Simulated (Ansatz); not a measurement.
Fluorite SrF₂ was calculated with r²SCAN (PAW; Ansatz, a program for electronic structure).

Run with plane-wave cutoff 560 eV, 10×10×10 k mesh, Fermi–Dirac smearing 0.01 eV, scalar-relativistic PAW data made under PBE.

Energies at three volumes about the minimum:

```csv
V (Å³/atom),E − E_lowest (meV/atom)
15.853,1.55
16.177,0.00
16.500,1.43
```

### Question
Fit a parabola by hand: where is the minimum, what lattice constant follows, and what is the bulk modulus?

### Answer
Slopes: (0.00 − 1.55)/(16.177 − 15.853) = -4.784 and (1.43 − 0.00)/(16.500 − 16.177) = 4.427 meV/Å³. Curvature E″ = 2 × (4.427 − (-4.784))/(16.500 − 15.853) = 28.473 meV/Å⁶. From the middle of the first interval, the slope vanishes at V0 = 16.0150 − (-4.784)/28.473 = 16.183 Å³/atom. B = V0 E″ = 16.183 × 28.473 meV/Å³ × 0.1602 GPa per meV/Å³ = 73.8 GPa. With 12 atoms in the cube, a = (12 × 16.183)^(1/3) = 5.791 Å. The full Birch–Murnaghan fit to all volumes gives V0 = 16.177 Å³/atom and B0 = 74.2 GPa.

Measured, for comparison: bulk modulus 69 GPa (temperature not stated, not corrected to a static lattice; as tabulated in On the Morphology of Group II Metal Fluoride Nanocrystals at Finite Temperature …). Computed less measured: bulk modulus +8 %.
